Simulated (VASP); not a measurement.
# Cs2AgBiBr6 (Fm-3m) in VASP: further runs

Runs on Cs2AgBiBr6. Level: PBE. Tasks: relaxation of cell and atoms.

Everything below comes from runs of VASP 6.6.1. Logs are shortened: lines on timing, memory, paths and dates and some standing lists are left out, and cuts for length are marked.

**1. Starting point**

It takes space group Fm-3m (No. 225, cubic). The conventional cell has a = 11.232 Å, b = 11.232 Å, c = 11.232 Å, α = 90.00°, β = 90.00°, γ = 90.00°. Cs (site symmetry -43m) is surrounded by 12 Br at 3.97 Å. Around Ag (site symmetry m-3m) lie 6 Br at 2.80 Å. Bi (site symmetry m-3m) is surrounded by 6 Br at 2.81 Å. Around Br (site symmetry 4mm) lie 1 Ag at 2.80 Å and 1 Bi at 2.81 Å.

**2. Relaxation of cell and atoms, PBE**

Input file INCAR:

```
  PREC = Accurate
  ENCUT = 300
  EDIFF = 1E-6
  ISMEAR = 0
  SIGMA = 0.03
  LREAL = False
  LASPH = True
  NELM = 80
  ALGO = Normal
  ISIF = 3
  LWAVE = False
  LCHARG = False
  GGA = PE
  IBRION = 2
  NSW = 90
  EDIFFG = -0.01
```

Input file KPOINTS:

```
Automatic mesh
0
Gamma
  2 2 2
```

Input file POSCAR:

```
Cs2AgBiBr6
1.0
    0.0000000000      5.6161000000      5.6161000000
    5.6161000000      0.0000000000      5.6161000000
    5.6161000000      5.6161000000      0.0000000000
Cs Ag Bi Br
2 1 1 6
Direct
    0.2500000000      0.2500000000      0.2500000000
    0.7500000000      0.7500000000      0.7500000000
    0.5000000000      0.5000000000      0.5000000000
    0.0000000000      0.0000000000      0.0000000000
    0.2505500000      0.7494500000      0.2505500000
    0.2505500000      0.7494500000      0.7494500000
    0.7494500000      0.2505500000      0.7494500000
    0.7494500000      0.2505500000      0.2505500000
    0.2505500000      0.2505500000      0.7494500000
    0.7494500000      0.7494500000      0.2505500000
```

Potentials or basis: VASP PAW PBE potentials, release 64 (Cs_sv, Ag, Bi, Br).

The run is started by

```bash
> cat potpaw_PBE.64/Cs_sv/POTCAR potpaw_PBE.64/Ag/POTCAR potpaw_PBE.64/Bi/POTCAR potpaw_PBE.64/Br/POTCAR > POTCAR
> mpirun -np 2 vasp_std > vasp.out
```

OUTCAR:

```text
PREC = Accurate
   ENCUT = 300
   EDIFF = 1E-6
   ISMEAR = 0
   LREAL = False
   LASPH = True
   NELM = 80
   ISIF = 3
   GGA = PE
   IBRION = 2
   NSW = 90
   EDIFFG = -0.01

 ion  position               nearest neighbor table
   1  0.250  0.250  0.250-
   2  0.750  0.750  0.750-
   3  0.500  0.500  0.500-   5 2.80   6 2.80   7 2.80   8 2.80   9 2.80  10 2.80
   4  0.000  0.000  0.000-   5 2.81   6 2.81   7 2.81   8 2.81   9 2.81  10 2.81
   5  0.251  0.749  0.251-   3 2.80   4 2.81
   6  0.251  0.749  0.749-   3 2.80   4 2.81
   7  0.749  0.251  0.749-   3 2.80   4 2.81
   8  0.749  0.251  0.251-   3 2.80   4 2.81
   9  0.251  0.251  0.749-   3 2.80   4 2.81
  10  0.749  0.749  0.251-   3 2.80   4 2.81

  LATTYP: Found a face centered cubic cell.
 ALAT       =    11.2322000000

  Lattice vectors:

 A1 = (   0.0000000000,   5.6161000000,   5.6161000000)
 A2 = (   5.6161000000,   0.0000000000,   5.6161000000)
 A3 = (   5.6161000000,   5.6161000000,   0.0000000000)

Analysis of symmetry for initial positions (statically):
=====================================================================
 Subroutine PRICEL returns:
 Original cell was already a primitive cell.

 Routine SETGRP: Setting up the symmetry group for a
 face centered cubic supercell.

 Subroutine GETGRP returns: Found 48 space group operations
 (whereof 48 operations were pure point group operations)
 out of a pool of 48 trial point group operations.

The static configuration has the point symmetry O_h .

Analysis of symmetry for dynamics (positions and initial velocities):
=====================================================================
 Subroutine PRICEL returns:
 Original cell was already a primitive cell.

 Routine SETGRP: Setting up the symmetry group for a
 face centered cubic supercell.

 Subroutine GETGRP returns: Found 48 space group operations
 (whereof 48 operations were pure point group operations)
 out of a pool of 48 trial point group operations.

The dynamic configuration has the point symmetry O_h .

 Subroutine INISYM returns: Found 48 space group operations
 (whereof 48 operations are pure point group operations),
 and found     1 'primitive' translations

----------------------------------------------------------------------------------------

                                     Primitive cell

  volume of cell :     354.2701

  direct lattice vectors                    reciprocal lattice vectors
     0.000000000  5.616100000  5.616100000    -0.089029754  0.089029754  0.089029754
     5.616100000  0.000000000  5.616100000     0.089029754 -0.089029754  0.089029754
     5.616100000  5.616100000  0.000000000     0.089029754  0.089029754 -0.089029754

  length of vectors
     7.942364788  7.942364788  7.942364788     0.154204057  0.154204057  0.154204057

  position of ions in fractional coordinates (direct lattice)
     0.250000000  0.250000000  0.250000000
     0.750000000  0.750000000  0.750000000
     0.500000000  0.500000000  0.500000000
     0.000000000  0.000000000  0.000000000
     0.250550000  0.749450000  0.250550000
     0.250550000  0.749450000  0.749450000
     0.749450000  0.250550000  0.749450000
     0.749450000  0.250550000  0.250550000
     0.250550000  0.250550000  0.749450000
     0.749450000  0.749450000  0.250550000

  ion indices of the primitive-cell ions
   primitive index   ion index
                 1           1
                 2           2
                 3           3
                 4           4
                 5           5
                 6           6
                 7           7
                 8           8
                 9           9
                10          10

----------------------------------------------------------------------------------------

 KPOINTS: Automatic mesh

Automatic generation of k-mesh.
 Grid dimensions read from file:
 generate k-points for:    2    2    2

 Generating k-lattice:

  Cartesian coordinates                     Fractional coordinates (reciprocal lattice)
    -0.044514877  0.044514877  0.044514877     0.500000000  0.000000000  0.000000000
     0.044514877 -0.044514877  0.044514877     0.000000000  0.500000000  0.000000000
     0.044514877  0.044514877 -0.044514877     0.000000000  0.000000000  0.500000000

  Length of vectors
     0.077102028  0.077102028  0.077102028

  Shift w.r.t. Gamma in fractional coordinates (k-lattice)
     0.000000000  0.000000000  0.000000000

 Subroutine IBZKPT returns following result:
 ===========================================

 Found      3 irreducible k-points:

 Following reciprocal coordinates:
            Coordinates               Weight
  0.000000  0.000000  0.000000      1.000000
  0.500000  0.000000  0.000000      4.000000
  0.500000  0.500000  0.000000      3.000000
   k-points           NKPTS =      3   k-points in BZ     NKDIM =      3   number of bands    NBANDS=     46
   number of dos      NEDOS =    301   number of ions     NIONS =     10
   total plane-waves  NPLWV = 110592
   dimension x,y,z NGX =    48 NGY =   48 NGZ =   48
   dimension x,y,z NGXF=    96 NGYF=   96 NGZF=   96
   ions per type =               2   1   1   6
   NGX,Y,Z   is equivalent  to a cutoff of  10.05, 10.05, 10.05 a.u.
   NGXF,Y,Z  is equivalent  to a cutoff of  20.09, 20.09, 20.09 a.u.
 SYSTEM =  unknown system
   PREC   = accura    normal or accurate (medium, high low for compatibility)
   ISTART =      0    job   : 0-new  1-cont  2-samecut
   ICHARG =      2    charge: 1-file 2-atom 10-const
   ISPIN  =      1    spin polarized calculation?
   LNONCOLLINEAR =      F non collinear calculations
   LSORBIT =      F    spin-orbit coupling
   LASPH  =      T    aspherical Exc in radial PAW
   ENCUT  =  300.0 eV  22.05 Ry    4.70 a.u.  11.22 11.22 11.22*2*pi/ulx,y,z
   NELM   =     80;   NELMIN=  2; NELMDL= -5     # of ELM steps
   EDIFF  = 0.1E-05   stopping-criterion for ELM
   LREAL  =      F    real-space projection
   EDIFFG = -.1E-01   stopping-criterion for IOM
   NSW    =     90    number of steps for IOM
   IBRION =      2    ionic relax: 0-MD 1-quasi-New 2-CG
   NFREE  =      1    steps in history (QN), initial steepest desc. (CG)
   ISIF   =      3    stress and relaxation
   ISYM   =      2    0-nonsym 1-usesym 2-fastsym
   POTIM  = 0.5000    time-step for ionic-motion
   TEBEG  =    0.0;   TEEND  =   0.0 temperature during run
   PSTRESS=    0.0 pullay stress
   NELECT =      76.0000    total number of electrons
   NUPDOWN=      -1.0000    fix difference up-down
   EMIN   =  10.00;   EMAX   =-10.00  energy-range for DOS
   EFERMI =   0.00;   METHOD = LEGACY
   ISMEAR =     0;   SIGMA  =   0.03  broadening in eV -4-tet -1-fermi 0-gaus
   EFERMI_NEDOS =   21; number of points for ismear=-14 and -15
   IALGO  =     38    algorithm
   IMIX   =      4    mixing-type and parameters
     AMIX     =   0.40;   BMIX     =  1.00
     AMIX_MAG =   1.60;   BMIX_MAG =  1.00
  volume/ion in A,a.u.               =      35.43       239.07
  Fermi-wavevector in a.u.,A,eV,Ry     =   0.980019  1.851968 13.067544  0.960437
  Thomas-Fermi vector in A             =   2.110917
   LORBIT       =      0    0 simple, 1 ext, 2 COOP (PROOUT), +10 PAW based schemes
   GGA     = PE    functional components
   LHFCALC =     F    Hartree Fock is set to
   AEXX    =    0.0000 exact exchange contribution
   IVDW    =     0    specifies the selected vdW correction
   LEPSILON=     F    determine dielectric tensor
   LRPA    =     F    only Hartree local field effects (RPA)
 conjugate gradient relaxation of ions
 non-spin polarized calculation
 Gauss-broadening in eV      SIGMA  =   0.03
  energy-cutoff  :      300.00
  volume of cell :      354.27
 maximum number of plane-waves:      4279
 NGX is ok and might be reduce to    48
   NGX = 23   NGY = 23   NGZ = 23

--------------------------------------- Ionic step        1  -------------------------------------------

 number of electron      75.9999985 magnetization

 Free energy of the ion-electron system (eV)
  ---------------------------------------------------
  ext. energy  EPLUGINS =         0.00000000
  ---------------------------------------------------
  free energy    TOTEN  =       -29.28346542 eV

  energy without entropy =      -29.28346542  energy(sigma->0) =      -29.28346542

------------------------ aborting loop because EDIFF is reached ----------------------------------------

  FORCE on cell =-STRESS in cart. coord.  units (eV):
  Direction    XX          YY          ZZ          XY          YZ          ZX
  --------------------------------------------------------------------------------------
  -------------------------------------------------------------------------------------
  Total        4.5870295      4.5870295      4.5870295     -0.0000000     -0.0000000     -0.0000000
  in kB       20.7447220     20.7447220     20.7447220     -0.0000000     -0.0000000     -0.0000000
  external PRESSURE =      20.7447220 kB  Pullay stress =       0.0000000 kB

 VOLUME and BASIS-vectors are now :
 -----------------------------------------------------------------------------
  energy-cutoff  :      300.00
  volume of cell :      354.27
      direct lattice vectors                 reciprocal lattice vectors
     0.000000000  5.616100000  5.616100000    -0.089029754  0.089029754  0.089029754
     5.616100000  0.000000000  5.616100000     0.089029754 -0.089029754  0.089029754
     5.616100000  5.616100000  0.000000000     0.089029754  0.089029754 -0.089029754
[... 178 lines left out ...]
 -----------------------------------------------------------------------------------
      2.87394      2.87394      2.87394         0.000000      0.000000      0.000000
      8.62181      8.62181      8.62181        -0.000000     -0.000000     -0.000000
      5.74787      5.74787      5.74787        -0.000000      0.000000     -0.000000
      0.00000      5.74787      5.74787        -0.000000      0.000000     -0.000000
      5.74787      2.88715      5.74787        -0.000000     -0.062024      0.000000
      8.60860      5.74787      5.74787         0.062024      0.000000     -0.000000
      5.74787      8.60860      5.74787        -0.000000      0.062024     -0.000000
      2.88715      5.74787      5.74787        -0.062024      0.000000      0.000000
      5.74787      5.74787      2.88715        -0.000000      0.000000     -0.062024
      5.74787      5.74787      8.60860        -0.000000      0.000000      0.062024
 -----------------------------------------------------------------------------------
    total drift:                               -0.000000     -0.000000      0.000000

  FREE ENERGIE OF THE ION-ELECTRON SYSTEM (eV)
  ---------------------------------------------------
  free  energy   TOTEN  =       -29.4456853788 eV

  energy  without entropy=      -29.4456853788  energy(sigma->0) =      -29.44568538

--------------------------------------- Ionic step        6  -------------------------------------------

 number of electron      76.0000036 magnetization

 Free energy of the ion-electron system (eV)
  ---------------------------------------------------
  ext. energy  EPLUGINS =         0.00000000
  ---------------------------------------------------
  free energy    TOTEN  =       -29.44787830 eV

  energy without entropy =      -29.44787830  energy(sigma->0) =      -29.44787830

 E-fermi :   0.7372     XC(G=0):  -7.8263

 val. band max:        0.5992433663   @ k =   0.5000   0.5000   0.0000
 cond. band min:       1.9171164554   @ k =   0.5000   0.0000   0.0000
 fundamental gap:      1.3178730892
 Fermi energy:         0.7372481127

 k-point     1 :       0.0000    0.0000    0.0000
  band No.  band energies     occupation
      1     -20.0219      2.00000
      2     -20.0180      2.00000
      3     -13.7573      2.00000
      4     -13.2036      2.00000
      5     -13.2036      2.00000
      6     -13.2036      2.00000
[... 38 lines left out ...]
     45       5.4567      0.00000
     46       5.9633      0.00000

 k-point     2 :       0.5000    0.0000    0.0000
  band No.  band energies     occupation
      1     -20.0196      2.00000
      2     -20.0196      2.00000
      3     -13.6689      2.00000
      4     -13.3328      2.00000
      5     -13.1687      2.00000
      6     -13.1687      2.00000
[... 38 lines left out ...]
     45       6.2379      0.00000
     46       6.4408      0.00000

 k-point     3 :       0.5000    0.5000    0.0000
  band No.  band energies     occupation
      1     -20.0202      2.00000
      2     -20.0189      2.00000
      3     -13.6597      2.00000
      4     -13.2092      2.00000
      5     -13.2092      2.00000
      6     -13.2075      2.00000
[... 60 lines left out ...]
 POSITION                                       TOTAL-FORCE (eV/Angst)
 -----------------------------------------------------------------------------------
      2.87813      2.87813      2.87813        -0.000000     -0.000000      0.000000
      8.63438      8.63438      8.63438        -0.000000     -0.000000     -0.000000
      5.75625      5.75625      5.75625        -0.000000     -0.000000     -0.000000
      0.00000      0.00000      0.00000        -0.000000     -0.000000     -0.000000
      5.75625      2.88124      5.75625        -0.000000      0.004656      0.000000
      8.63126      5.75625      5.75625        -0.004656     -0.000000     -0.000000
      5.75625      8.63126      5.75625        -0.000000     -0.004656     -0.000000
      2.88124      5.75625      5.75625         0.004656     -0.000000      0.000000
      5.75625      5.75625      2.88124        -0.000000     -0.000000      0.004656
      5.75625      5.75625      8.63126        -0.000000     -0.000000     -0.004656
 -----------------------------------------------------------------------------------
    total drift:                                0.000000      0.000000     -0.000000

  FREE ENERGIE OF THE ION-ELECTRON SYSTEM (eV)
  ---------------------------------------------------
  free  energy   TOTEN  =       -29.4478783034 eV

  energy  without entropy=      -29.4478783034  energy(sigma->0) =      -29.44787830

 reached required accuracy - stopping structural energy minimisation
```

Run time: 74 s. Hardware: 2 MPI ranks of Intel Xeon Platinum 8559C (Emerald Rapids), shared host; peak memory 0.23 GiB.

What came out:

```yaml
Free_energy: -29.4479 eV
Relaxed_volume: 38.15 Å³/atom
Relaxed_cell: a = 8.141 Å, b = 8.141 Å, c = 8.141 Å, α = 60.00°, β = 60.00°, γ = 60.00°
Space_group_after_relaxing_to_0.05_Å: Fm-3m (No. 225)
Energy_gained_by_relaxing: 16.4 meV/atom
Ionic_steps: 6
Pressure_after_relaxing: 0.0 GPa
Largest_force_after_relaxing: 0.005 eV/Å
Band_gap_on_the_k_mesh: 1.32 eV, indirect (least direct gap 2.35 eV)
```

Forces in eV/Å, atoms in the order of the input:
```
Cs   0.000  0.000  0.000
Cs   0.000  0.000  0.000
Ag   0.000  0.000  0.000
Bi   0.000  0.000  0.000
Br   0.000  0.005  0.000
Br  -0.005  0.000  0.000
Br   0.000 -0.005  0.000
Br   0.005  0.000  0.000
Br   0.000  0.000  0.005
Br   0.000  0.000 -0.005
```

Step by step:
```tsv
step	energy change (eV)	largest force (eV/Å)	pressure (GPa)	volume (Å³)
1	0.0000	0.2253	2.07	354.27
2	-0.1595	0.0844	0.12	378.31
3	-0.1599	0.0979	0.04	379.57
4	-0.1598	0.0923	0.07	379.05
5	-0.1622	0.0620	0.06	379.80
6	-0.1644	0.0047	0.03	381.46
```

Final structure:
```
Cs Ag Bi Br
1.0
     0.00000    5.75625    5.75625
     5.75625    0.00000    5.75625
     5.75625    5.75625    0.00000
Cs Ag Bi Br
2 1 1 6
Direct
  0.25000 0.25000 0.25000
  0.75000 0.75000 0.75000
  0.50000 0.50000 0.50000
  0.00000 0.00000 0.00000
  0.25027 0.74973 0.25027
  0.25027 0.74973 0.74973
  0.74973 0.25027 0.74973
  0.74973 0.25027 0.25027
  0.25027 0.25027 0.74973
  0.74973 0.74973 0.25027
```

Levels at points of the mesh, in eV from the valence-band top:
| k point | band 36 | band 37 | band 38 | band 39 | band 40 | band 41 |
| --- | --- | --- | --- | --- | --- | --- |
| (0.00, 0.00, 0.00) | -0.95 | -0.56 | -0.56 | 2.36 | 2.36 | 2.36 |
| (0.50, 0.00, 0.00) | -1.21 | -1.03 | -1.03 | 1.32 | 3.54 | 3.54 |
| (0.50, 0.50, 0.00) | -0.96 | -0.56 | 0.00 | 2.78 | 2.78 | 3.09 |

Caveat: the k mesh is coarse (spacing up to 0.48 Å⁻¹), so the values aren't converged; the cutoff is under 1.25 times the usual one of these potentials, so pressure, stress and relaxed cells hold a basis-set (Pulay) error; spin-orbit coupling is left out, which as a rule narrows the gap of such compounds by several tenths of an eV. Expect the measured gap to be larger: semilocal functionals such as PBE lack the derivative discontinuity.

**3. Relaxation of cell and atoms, PBE**

This run uses another cell than the first one, of 38.15 Å³/atom, 1.077 times its volume.

INCAR: that of step 2 with these lines changed.

```diff
@@ -2,3 +2,3 @@
   ENCUT = 300
-  EDIFF = 1E-6
+  EDIFF = 1E-7
   ISMEAR = 0
@@ -15,2 +15,2 @@
   NSW = 90
-  EDIFFG = -0.01
+  EDIFFG = -0.005
```

KPOINTS is that of step 2.

Input file POSCAR:

```
Cs2AgBiBr6                              
1.0
    0.0000000000      5.7562518983      5.7562518983
    5.7562518983     -0.0000000000      5.7562518983
    5.7562518983      5.7562518983      0.0000000000
  Cs              Ag              Bi              Br            
     2     1     1     6
Direct
     0.2500000000000000    0.2500000000000000    0.2500000000000000
     0.7500000000000000    0.7500000000000000    0.7500000000000000
     0.5000000000000000    0.5000000000000000    0.5000000000000000
     0.0000000000000000    0.0000000000000000    0.0000000000000000
     0.2502705016426006    0.7497294983573995    0.2502705016426006
     0.2502705016426006    0.7497294983573995    0.7497294983573995
     0.7497294983573995    0.2502705016426006    0.7497294983573995
     0.7497294983573995    0.2502705016426006    0.2502705016426006
     0.2502705016426006    0.2502705016426006    0.7497294983573995
     0.7497294983573995    0.7497294983573995    0.2502705016426006
```

Potentials or basis: VASP PAW PBE potentials, release 64 (Cs_sv, Ag, Bi, Br).

The run is started by

```bash
> cat potpaw_PBE.64/Cs_sv/POTCAR potpaw_PBE.64/Ag/POTCAR potpaw_PBE.64/Bi/POTCAR potpaw_PBE.64/Br/POTCAR > POTCAR
> mpirun -np 2 vasp_std > vasp.out
```

It took 32 s on 2 MPI ranks of Intel Xeon Platinum 8559C (Emerald Rapids), shared host; peak memory 0.23 GiB.

It converged, with:

```
Free energy                            : -29.4534 eV
Relaxed volume                         : 38.18 Å³/atom
Relaxed cell                           : a = 8.143 Å, b = 8.143 Å, c = 8.143 Å, α = 60.00°, β = 60.00°, γ = 60.00°
Space group after relaxing (to 0.05 Å) : Fm-3m (No. 225)
Energy gained by relaxing              : 0.0 meV/atom
Ionic steps                            : 2
Pressure after relaxing                : 0.0 GPa
Band gap on the k mesh                 : 1.32 eV, indirect (least direct gap 2.35 eV)
```

Final structure:
```
Cs Ag Bi Br
1.0
     0.00000    5.75773    5.75773
     5.75773    0.00000    5.75773
     5.75773    5.75773    0.00000
Cs Ag Bi Br
2 1 1 6
Direct
  0.25000 0.25000 0.25000
  0.75000 0.75000 0.75000
  0.50000 0.50000 0.50000
  0.00000 0.00000 0.00000
  0.25029 0.74971 0.25029
  0.25029 0.74971 0.74971
  0.74971 0.25029 0.74971
  0.74971 0.25029 0.25029
  0.25029 0.25029 0.74971
  0.74971 0.74971 0.25029
```

Levels at points of the mesh, in eV from the valence-band top:
```
           k point  band 34  band 35  band 36  band 37  band 38  band 39  band 40  band 41  band 42  band 43
(0.00, 0.00, 0.00)    -0.95    -0.95    -0.95    -0.56    -0.56     2.35     2.35     2.35     3.70     4.84
(0.50, 0.00, 0.00)    -1.22    -1.21    -1.21    -1.03    -1.03     1.32     3.54     3.54     5.05     5.23
(0.50, 0.50, 0.00)    -1.28    -1.28    -0.96    -0.56     0.00     2.78     2.78     3.09     4.19     5.35
```

Caveat: the k mesh is coarse (spacing up to 0.47 Å⁻¹), so the values aren't converged; the cutoff is under 1.25 times the usual one of these potentials, so pressure, stress and relaxed cells hold a basis-set (Pulay) error; spin-orbit coupling is left out, which as a rule narrows the gap of such compounds by several tenths of an eV.
